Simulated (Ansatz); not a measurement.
## Al2ZnO4: the relaxed cell by functional

The starting cell is an entry of the Crystallography Open Database (2009):

```
Al Zn O
1.0
     0.00000    4.04270    4.04270
     4.04270    0.00000    4.04270
     4.04270    4.04270    0.00000
Al Zn O
4 2 8
Direct
  0.12500 0.12500 0.12500
  0.62500 0.12500 0.12500
  0.12500 0.12500 0.62500
  0.12500 0.62500 0.12500
  0.75000 0.75000 0.75000
  0.50000 0.50000 0.50000
  0.88940 0.88940 0.88940
  0.91820 0.36060 0.36060
  0.88940 0.88940 0.33180
  0.36060 0.91820 0.36060
  0.33180 0.88940 0.88940
  0.36060 0.36060 0.36060
  0.88940 0.33180 0.88940
  0.36060 0.36060 0.91820
```

Atoms and cell were relaxed at zero pressure with plane-wave PAW DFT (Ansatz 0.2.0; one set of PAW datasets, made under PBE, for all functionals; 420 eV, r2SCAN 500 eV; 6×6×6 Γ-centred mesh, fermi-dirac occupations of width 0.020 eV; no spin polarisation, no spin-orbit coupling, no dispersion correction), keeping the symmetry (Fd-3m, No. 227).

Which functional gives the smallest cell, and how wide is the spread?

The relaxed conventional cells:

| functional | a (Å) | volume (Å³/atom) | formation energy (eV/atom) |
| --- | --- | --- | --- |
| LDA | 8.005 | 9.16 | -2.985 |
| PBEsol | 8.090 | 9.46 | -2.693 |
| PBE | 8.171 | 9.74 | -2.597 |
| r2SCAN | 8.078 | 9.41 | -2.895 |
| the entry | 8.085 | 9.44 | – |

LDA gives the smallest volume and PBE the largest, 6.4 % more, the usual order, since LDA overbinds and PBE's gradient terms loosen the lattice. Against the entry's volume: LDA -3.0 %, PBEsol +0.2 %, PBE +3.2 %, r2SCAN -0.3 %; PBEsol and r2SCAN come about as near. The formation energies span 0.39 eV an atom, lowest under LDA.

Caveats: each relaxation keeps the start's symmetry, so a distorted cell may lie lower; computed cells are at 0 K with fixed nuclei, while the entry holds thermal expansion, often some tenths of a per cent in volume and more in soft crystals; formation energies are at zero smearing against the elements' usual phases under the same functional, gases as free molecules, uncorrected.
